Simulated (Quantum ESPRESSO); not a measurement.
Runs of Quantum ESPRESSO 7.5 on CuO. It takes space group P4/nmm (No. 129, tetragonal). Conventional cell: a = 3.175 Å, b = 3.175 Å, c = 4.650 Å, α = 90.00°, β = 90.00°, γ = 90.00°. Cu (site symmetry -4m2) has 4 O at 2.02 Å and 4 Cu at 2.25 Å as nearest neighbours. Around O (site symmetry 4mm) lie 4 Cu at 2.02 Å. The cell was built by a generator and needn't be a form met in nature.

```csv
task,level,potentials or basis,cutoff (eV),form of the LDA correlation,gap on the mesh (eV),pressure (GPa),largest force (eV/Å)
band structure,PBE,Ansatz NC SR PBE,1252,-,none,16.9,0.90
single point,PBE,SSSP 1.3 efficiency PBE,748,-,none,16.8,0.88
band structure,PBEsol,GBRV 1.5 PBEsol,762,-,none,(c),(b)
band structure,LDA,GBRV 1.5 LDA,762,PZ81,none,4.6,(a)
```

Alike in all rows: no spin polarisation; cell as given; k mesh 8 × 8 × 6; smearing fermi-dirac 0.05 eV.

Task: Estimate the missing entries.

Result: (a) 1.60; (b) 1.24; (c) 10.5.

Caveats: the run has no spin polarisation, though such a crystal can be magnetic; semilocal functionals often make such compounds metallic where correlation or magnetic order opens a gap, which also shifts bond lengths; so large a pressure means that the cell lies far from this level's equilibrium, or that cutoff or potentials fall short (some runs); forces of over 1 eV/Å show positions far from the minimum, so gaps and moduli don't describe the material at rest (some runs); some levels on the path didn't converge (some runs).

A k mesh can miss the band edges.

A gap of «none» marks a metal or a gap under the smearing width.

Not every run made on this cell is shown here.
